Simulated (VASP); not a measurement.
Pr, 4 atoms in the cell. Symmetry: P6_3/mmc, No. 194, hexagonal system. Conventional cell: a = 3.673 Å, b = 3.673 Å, c = 11.835 Å, α = 90.00°, β = 90.00°, γ = 120.00°. Pr (site symmetry -6m2) is surrounded by 12 Pr at 3.64 to 3.67 Å. Pr (site symmetry -3m) has 12 Pr at 3.64 to 3.67 Å as nearest neighbours. 

- Program: VASP 6.6.1
- Task: single point
- Functional: PBEsol
- Potentials or basis: VASP PAW PBE potentials, release 64 (Pr_3), 4f in core
- Cutoff: 600 eV
- k mesh: 8 × 8 × 3
- Occupations: gaussian, width 0.1 eV
- Spin: collinear spin, ferromagnetic start
- Starting moments: [2.0, 2.0, 2.0, 2.0] μB
- Further INCAR settings: ALGO = Normal; EDIFF = 1e-06

Potentials or basis: VASP PAW PBE potentials, release 64 (Pr_3), 4f in core.

Launch:

```sh
$ cat potpaw_PBE.64/Pr_3/POTCAR > POTCAR
$ mpirun -np 1 vasp_std > vasp.out
```

Hardware: 1 thread of AMD EPYC 9R45 96-Core Processor (Zen 5) (shared host).

How long does it take, and how much memory?

Wall time 2.4 min on 1 thread of AMD EPYC 9R45 96-Core Processor (Zen 5) (shared host), peak memory 0.37 GiB. Counts: scf iterations 17, k points 20.
